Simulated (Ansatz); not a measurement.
**InP: eigenvalues along the path**

```
CELL_PARAMETERS angstrom
-0.02855 2.84072 2.84072
2.84072 -0.02855 2.84072
2.84072 2.84072 -0.02855
ATOMIC_POSITIONS crystal
In 0.00000 0.00000 0.00000
P 0.50000 0.50000 0.50000
```

Atom numbers follow the list: In1, P2.

The cell comes from COD entry 1538565, which wasn't checked; take it as a given geometry. The listed cell was then made from it by scaling, straining or moving an atom.

Spin–orbit coupling is left out, though it moves levels of the heavy atoms by tenths of an eV or more.

Level of theory: DFT, PBEsol, all-electron LAPW, scalar-relativistic (Ansatz 0.2.0).

Sampling and basis: a Γ-centred 11×11×11 k mesh, Fermi–Dirac smearing of 0.03 eV, basis error target 0.25 meV/atom, no spin polarisation.

Path points, in fractions of the reciprocal vectors: Γ (0.000, 0.000, 0.000), T (0.500, 0.500, 0.500), H2 (0.253, 0.500, 0.747), H0 (-0.253, 0.253, 0.500), L (0.000, 0.000, 0.500), S0 (-0.376, 0.000, 0.376), S2 (0.000, 0.376, 0.624), F (0.000, 0.500, 0.500). Levels in eV from the Fermi level; bands 9 to 19, counted from the lowest band of the run. The gap is zero.

```
# k(1/Å) point b9 b10 b11 b12 b13 b14 b15 b16 b17 b18 b19
0.000 Γ -14.02 -14.02 -14.00 -14.00 -14.00 -11.36 -0.24 -0.24 -0.20 -0.09 6.96
0.193 - -14.02 -14.02 -14.00 -14.00 -14.00 -11.24 -1.60 -0.22 -0.22 1.13 6.31
0.385 - -14.03 -14.03 -14.00 -13.98 -13.98 -10.91 -3.08 -0.17 -0.17 2.03 5.33
0.578 - -14.05 -14.05 -14.01 -13.96 -13.96 -10.39 -4.49 -0.07 -0.07 2.36 4.30
0.770 - -14.06 -14.06 -14.01 -13.95 -13.95 -9.82 -5.63 0.05 0.05 2.31 3.56
0.963 T -14.06 -14.06 -14.01 -13.94 -13.94 -9.52 -6.12 0.11 0.11 2.25 3.29
1.116 - -14.07 -14.06 -14.01 -13.94 -13.94 -9.45 -6.04 -0.53 -0.14 2.61 2.70
1.269 - -14.10 -14.05 -14.00 -13.96 -13.94 -9.26 -5.80 -1.59 -0.88 2.10 3.13
1.422 - -14.14 -14.04 -13.99 -13.97 -13.93 -8.99 -5.39 -2.53 -1.89 1.99 3.56
1.576 - -14.17 -14.03 -13.98 -13.98 -13.92 -8.76 -4.86 -3.19 -2.87 2.03 4.00
1.729 H2 -14.18 -14.02 -13.98 -13.98 -13.92 -8.66 -4.46 -3.44 -3.44 2.08 4.30
1.887 - -14.18 -14.02 -14.00 -13.96 -13.92 -8.70 -4.61 -3.74 -2.70 1.47 4.89
2.045 - -14.19 -14.01 -14.01 -13.95 -13.93 -8.75 -4.75 -3.89 -1.66 0.35 5.27
2.203 - -14.19 -14.01 -14.01 -13.95 -13.93 -8.75 -4.75 -3.89 -1.66 0.35 5.27
2.361 - -14.18 -14.02 -14.00 -13.96 -13.92 -8.70 -4.61 -3.74 -2.70 1.47 4.89
2.519 H0 -14.18 -14.02 -13.98 -13.98 -13.92 -8.66 -4.46 -3.44 -3.44 2.08 4.30
2.675 - -14.17 -14.02 -13.98 -13.98 -13.92 -8.76 -4.89 -3.21 -2.88 2.10 4.18
2.832 - -14.14 -14.03 -13.99 -13.97 -13.93 -9.01 -5.45 -2.54 -1.88 2.10 3.79
2.988 - -14.11 -14.04 -13.99 -13.96 -13.94 -9.29 -5.87 -1.58 -0.84 2.23 3.38
3.145 - -14.08 -14.06 -14.00 -13.95 -13.94 -9.49 -6.12 -0.50 -0.06 2.71 2.89
3.301 L -14.07 -14.06 -14.01 -13.94 -13.94 -9.57 -6.21 0.15 0.20 2.38 3.37
3.491 - -14.06 -14.06 -14.00 -13.95 -13.95 -9.86 -5.72 0.09 0.15 2.44 3.64
3.681 - -14.05 -14.04 -14.00 -13.96 -13.96 -10.42 -4.59 -0.04 0.04 2.45 4.37
3.871 - -14.04 -14.03 -14.00 -13.98 -13.98 -10.92 -3.19 -0.15 -0.05 2.07 5.31
4.061 - -14.02 -14.02 -14.00 -14.00 -14.00 -11.25 -1.69 -0.22 -0.09 1.11 6.21
4.251 Γ -14.02 -14.02 -14.00 -14.00 -14.00 -11.36 -0.24 -0.24 -0.20 -0.09 6.96
4.484 - -14.03 -14.02 -14.00 -14.00 -13.99 -11.19 -1.96 -0.46 0.02 1.46 6.10
4.717 - -14.04 -14.04 -14.00 -13.98 -13.97 -10.70 -3.53 -1.20 0.31 2.88 4.30
4.950 - -14.07 -14.05 -13.99 -13.96 -13.96 -9.95 -4.71 -2.20 0.18 2.67 4.11
5.183 - -14.13 -14.04 -13.98 -13.97 -13.94 -9.17 -5.24 -3.17 -0.59 1.31 4.98
5.416 S0 -14.19 -14.01 -14.01 -13.94 -13.93 -8.75 -4.77 -3.91 -1.40 0.07 5.26
5.552 - -14.18 -14.02 -14.00 -13.95 -13.93 -8.79 -4.94 -3.66 -1.78 0.84 5.21
5.689 - -14.16 -14.02 -13.99 -13.97 -13.92 -8.82 -5.04 -3.22 -2.44 1.87 4.31
5.825 - -14.16 -14.02 -13.99 -13.97 -13.92 -8.82 -5.04 -3.22 -2.44 1.87 4.31
5.961 - -14.18 -14.02 -14.00 -13.95 -13.93 -8.79 -4.94 -3.66 -1.78 0.84 5.21
6.098 S2 -14.19 -14.01 -14.01 -13.94 -13.93 -8.75 -4.77 -3.91 -1.40 0.07 5.26
6.174 - -14.21 -14.02 -14.00 -13.93 -13.93 -8.71 -4.40 -4.09 -1.60 -0.35 4.89
6.251 - -14.22 -14.03 -13.99 -13.93 -13.92 -8.69 -4.23 -3.96 -1.76 -0.80 4.51
6.328 - -14.23 -14.04 -13.99 -13.92 -13.92 -8.69 -4.33 -3.47 -1.88 -1.27 4.21
6.404 - -14.24 -14.04 -13.98 -13.92 -13.92 -8.69 -4.40 -2.97 -1.95 -1.76 4.01
6.481 F -14.24 -14.04 -13.98 -13.92 -13.92 -8.70 -4.42 -2.62 -2.10 -1.97 3.95
```
